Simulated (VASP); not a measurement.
# VASP inputs for SiC (CsCl)

INCAR

```
ISMEAR = -1
EDIFF = 1E-7
ENCUT = 600
EDIFFG = -5E-3
ISIF = 3
NBANDS = 11
SIGMA = 0.02
PREC = Accurate
GGA = PE
LWAVE = .FALSE.
LCHARG = .FALSE.
NELM = 120
NSW = 40
IBRION = 2
LREAL = .FALSE.
LASPH = .TRUE.
```

KPOINTS

```
KPOINTS created by Atomic Simulation Environment
0
Gamma
10 10 10
0 0 0
```

POSCAR

```
Si C
 1.0000000000000000
     2.3636662286000001    0.0000000000000000    0.0000000000000000
     0.0000000000000000    2.3636662286000001    0.0000000000000000
     0.0000000000000000    0.0000000000000000    2.3636662286000001
 Si  C
   1   1
Cartesian
  0.0000000000000000  0.0000000000000000  0.0000000000000000
  1.1818331143000000  1.1818331143000000  1.1818331143000000
```

VASP ran with the recommended PBE PAW datasets (8 valence electrons in the cell).

Problem. Estimate the main results of this run.

Solution. relaxed cell vector lengths 2.645, 2.645, 2.645 Å; relaxed cell volume 18.50 Å³.
